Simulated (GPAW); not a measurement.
Crystal: Cu.

```
Cu
1.0
     0.00000    1.80750    1.80750
     1.80750    0.00000    1.80750
     1.80750    1.80750    0.00000
Cu
1
Direct
  0.00000 0.00000 0.00000
```

```yaml
Program: GPAW 26.7.0
Task: relaxation of cell and atoms
Functional: PBEsol
Dispersion: D4
Potentials_or_basis: PAW data sets generated in the run's folder for this functional
Cutoff: 600 eV
Basis: pw
k_mesh: 13 × 13 × 13
Occupations: fermi-dirac, width 0.05 eV
Spin: no spin polarisation
```

At the start: pressure -8.7 GPa; volume 11.81 Å³/atom.

Q: How do energy, volume and symmetry change on relaxing?

A: Over 4 steps the energy falls by 17.6 meV/atom and the volume is 11.17 Å³/atom (-5.4 %); space group Fm-3m (No. 225, to 0.05 Å).

The path:
```csv
step,energy change (eV),largest force (eV/Å),pressure (GPa),volume (Å³)
1,0.0000,0.0000,-8.70,11.81
2,-0.0131,0.0000,-4.76,11.49
3,-0.0175,0.0000,0.47,11.14
4,-0.0176,0.0000,-0.02,11.17
```

Final structure:
```yaml
crystal:
  lattice:
    - [0.00000, 1.77407, 1.77407]
    - [1.77407, 0.00000, 1.77407]
    - [1.77407, 1.77407, 0.00000]
  atoms:
    - { symbol: Cu, position: [0.00000, 0.00000, 0.00000] }
```

Caveat: with this Cu data set, volumes or pressures lay over 1.5 % or 2 GPa off other programs in two to four cells of ten; later steps reuse the first step's grids; pairwise dispersion overbinds metals, which lowers pressure and volume.
